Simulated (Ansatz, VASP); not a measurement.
V: VASP beside Ansatz

File INCAR:

```
  ALGO = Fast
  EDIFF = 1E-6
  ENCUT = 520
  GGA = PE
  ISIF = 2
  ISMEAR = 0
  ISPIN = 2
  LASPH = T
  LCHARG = F
  LMAXMIX = 4
  LORBIT = 11
  LREAL = F
  LWAVE = F
  MAGMOM = 2
  NBANDS = 16
  NELM = 150
  PREC = Accurate
  SIGMA = 0.011
```

File KPOINTS:

```
k-points
0
Gamma
  12 12 12
```

File POSCAR:

```
V
1.0
   -1.5143500000      1.5143500000      1.5143500000
    1.5143500000     -1.5143500000      1.5143500000
    1.5143500000      1.5143500000     -1.5143500000
V
1
Direct
    0.0000000000      0.0000000000      0.0000000000
```

Contents of input.yaml:

```yaml
crystal:
  lattice:
    - [-1.51435, 1.51435, 1.51435]
    - [1.51435, -1.51435, 1.51435]
    - [1.51435, 1.51435, -1.51435]
  atoms:
    - { symbol: V, position: [0.0, 0.0, 0.0], spin: 2.0 }
hamiltonian:
  xc: pbe
  pseudopotentials: { kind: paw }
magnetization:
  spin_polarized: true
kpoints:
  mp_grid: { grid: [12, 12, 12] }
scf:
  occupations: { method: gaussian, width: 0.011 }
output:
  forces: true
  stress: true
  eigenvalues: true
```

Alike in both runs: task single point; functional PBE; k mesh 12 × 12 × 12; occupations gaussian, width 0.011 eV; collinear spin.

```csv
,VASP,Ansatz
version,VASP 6.6.1,Ansatz 0.2.0
potentials or method,"VASP PAW PBE potentials, release 64 (V_sv)",Ansatz PAW
plane-wave cutoff (eV),520,420
valence electrons in the cell,13,13
```

Ansatz gave:

```
gap on the k mesh at the Fermi level (eV)                     : none
pressure (GPa)                                                : -5.2
net moment per atom (μB)                                      : 0.12
size of the moment on the site where the two differ most (μB) : 0.10
```

What did VASP give for the same quantities?

gap on the k mesh at the Fermi level (eV): none; pressure (GPa): -5.1; net moment per atom (μB): 0.12; size of the moment on the site where the two differ most (μB): 0.11.

Site moments also hang on the region over which each program counts them. A gap of «none» marks a metal or a gap that the smearing closes.

Caveats: the starting moments weren't kept (Ansatz).
